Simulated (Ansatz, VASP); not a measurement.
This is a calculation of C for Ansatz 0.2.0.

input.yaml

```yaml
crystal:
  lattice:
    - [2.456227506, 0.0, 0.0]
    - [-1.228113753, 2.1271554177, 0.0]
    - [0.0, 0.0, 24.1339601687]
  atoms:
    - { symbol: C, position: [0.6666666667, 0.3333333333, 0.57047544] }
    - { symbol: C, position: [0.3333333333, 0.6666666667, 0.42952456] }
    - { symbol: C, position: [0.0, 0.0, 0.42953123] }
    - { symbol: C, position: [0.0, 0.0, 0.57046877] }
hamiltonian:
  xc: lda
  pseudopotentials: { kind: paw }
kpoints:
  mp_grid: { grid: [12, 12, 2] }
scf:
  occupations: { method: fermi_dirac, width: 0.05 }
output:
  forces: true
  stress: true
  eigenvalues: true
```

Potentials or basis: Ansatz PAW.

Command:

```console
$ ansatz run input.yaml --threads 1 --pin off --max-ram 3584MiB --backend cpu --events-out ev --progress --plain --runs-dir out
```

**Question.** Translate it to VASP 6.6.1. Potentials there: VASP PAW LDA potentials, release 64 (C).

**Answer.** As run (the cutoff follows the program's own potentials):

File INCAR:

```
SYSTEM = C
PREC = Accurate
ENCUT = 520
EDIFF = 1E-6
ISMEAR = -1
SIGMA = 0.05
LREAL = .FALSE.
LASPH = .TRUE.
NELM = 80
ALGO = Normal
ISIF = 2
LWAVE = .FALSE.
LCHARG = .FALSE.
GGA = CA
NBANDS = 16
```

The input KPOINTS:

```
regular mesh
0
G
  12 12 2
  0 0 0
```

File POSCAR:

```
C
1.0
    2.4562275060      0.0000000000      0.0000000000
   -1.2281137530      2.1271554177      0.0000000000
    0.0000000000      0.0000000000     24.1339601687
C
4
Direct
    0.6666666667      0.3333333333      0.5704754400
    0.3333333333      0.6666666667      0.4295245600
    0.0000000000      0.0000000000      0.4295312300
    0.0000000000      0.0000000000      0.5704687700
```

Potentials or basis: VASP PAW LDA potentials, release 64 (C).

Launch:

```bash
$ cat potpaw_LDA.64/C/POTCAR > POTCAR
$ mpirun -np 1 vasp_std > vasp.out
```

Both were run:

|  | VASP | Ansatz | Ansatz less VASP |
| --- | --- | --- | --- |
| gap on the k mesh at the Fermi level (eV) | none | none | - |
| rms of the force components (eV/Å) | 0.010 | 0.009 | -0.0001 |

Atom by atom the forces differ by 0.000 eV/Å (rms over components). A gap of «none» marks a metal or a gap that the smearing closes.

Caveats: the PAW data sets come from PBE, with cores solved anew for the run's functional, which leaves a small shift of forces and pressure (Ansatz).
